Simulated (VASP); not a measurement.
MgSn2N2:

```
Mg Sn N
1.0
     6.50838    0.00000    0.00000
    -3.25419    5.63642    0.00000
     0.00000    0.00000   18.11870
Mg Sn N
8 16 16
Direct
  0.00000 0.00000 0.00000
  0.00000 0.00000 0.50000
  0.00000 0.50000 0.00000
  0.00000 0.50000 0.50000
  0.50000 0.00000 0.00000
  0.50000 0.00000 0.50000
  0.50000 0.50000 0.00000
  0.50000 0.50000 0.50000
  0.33333 0.16667 0.14475
  0.33333 0.16667 0.64475
  0.33333 0.66667 0.14475
  0.33333 0.66667 0.64475
  0.83333 0.16667 0.14475
  0.83333 0.16667 0.64475
  0.83333 0.66667 0.14475
  0.83333 0.66667 0.64475
  0.16667 0.33333 0.35525
  0.16667 0.33333 0.85525
  0.16667 0.83333 0.35525
  0.16667 0.83333 0.85525
  0.66667 0.33333 0.35525
  0.66667 0.33333 0.85525
  0.66667 0.83333 0.35525
  0.66667 0.83333 0.85525
  0.33333 0.16667 0.42730
  0.33333 0.16667 0.92730
  0.33333 0.66667 0.42730
  0.33333 0.66667 0.92730
  0.83333 0.16667 0.42730
  0.83333 0.16667 0.92730
  0.83333 0.66667 0.42730
  0.83333 0.66667 0.92730
  0.16667 0.33333 0.07270
  0.16667 0.33333 0.57270
  0.16667 0.83333 0.07270
  0.16667 0.83333 0.57270
  0.66667 0.33333 0.07270
  0.66667 0.33333 0.57270
  0.66667 0.83333 0.07270
  0.66667 0.83333 0.57270
```

The cell was built by a generator and needn't be a form met in nature.

| Property | Result |
| --- | --- |
| Program | VASP 6.6.1 |
| Task | phonon dispersion |
| Functional | PBE |
| Potentials or basis | VASP PAW PBE potentials, release 64 (Mg, Sn_d, N) |
| Cutoff | 520 eV |
| k mesh | 3 × 3 × 1 |
| Occupations | gaussian, width 0.03 eV |
| Spin | no spin polarisation |
| Long-range dipole term | yes |
| Supercell matrix | [2, 0, 0, 0, 2, 0, 0, 0, 2] |
| Further INCAR settings | LREAL = Auto; ALGO = Fast; EDIFF = 1e-07; IBRION = 6; POTIM = 0.015; NSW = 1 |

Problem. Is this structure dynamically stable at this level, and how far does the spectrum reach?

Solution. No: the interpolated spectrum has imaginary modes, down to 43i cm⁻¹ near q = (0.05, 0.05, 0.50). The highest frequency is 544 cm⁻¹.

Phonon frequencies at the corners of the path (cm⁻¹, interpolated; i marks imaginary ones):
```csv
point,frequencies
Γ,0 0 0 58 58 114 164 164 302 311 311 364 421 458 544
M,88 101 102 104 151 159 203 266 295 304 348 362 424 466 481
K,86 86 125 125 142 155 261 262 262 372 372 381 418 434 434
A,38i 10 10 56 56 111 165 165 304 304 310 310 374 541 543
L,85 103 104 104 152 158 203 266 297 306 346 363 424 463 484
H,87 87 125 125 143 154 261 263 263 375 375 377 422 432 432
```

A q mesh this small can miss soft modes between its points.

Caveat: the k mesh is coarse (spacing up to 0.37 Å⁻¹), so the values aren't converged; some modes are imaginary.
